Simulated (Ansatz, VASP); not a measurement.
Se in VASP and in Ansatz

```
Se
1.0
     4.35517    0.00000    0.00000
    -2.17758    3.77169    0.00000
     0.00000    0.00000    4.85046
Se
3
Direct
  0.21700 0.00000 0.16667
  0.00000 0.21700 0.83333
  0.78300 0.78300 0.50000
```

Change from the starting cell: zz strain of -2 %.

Alike in both runs: task single point; functional PBEsol; k mesh 8 × 8 × 6; occupations fermi-dirac, width 0.02 eV; no spin polarisation.

|  | VASP | Ansatz |
| --- | --- | --- |
| version | VASP 6.6.1 | Ansatz 0.2.0 |
| potentials or method | VASP PAW PBE potentials, release 64 (Se), cutoff 520 eV | all-electron LAPW, scalar-relativistic |

```csv
,VASP,Ansatz,Ansatz less VASP
gap on the k mesh at the Fermi level (eV),1.21,1.23,+0.026
pressure (GPa),5.1,4.8,-0.29
largest component of the traceless stress (GPa),2.81,2.68,-0.125
rms of the force components (eV/Å),0.807,0.764,-0.0429
```

Atom by atom the forces differ by 0.043 eV/Å (rms over components). Ansatz ran all-electron here, so the differences hold the error of VASP's frozen core and of both bases.

Caveats: the PAW data sets were made with another functional, which shifts forces and pressure a little (VASP). A k mesh can miss the band edges.
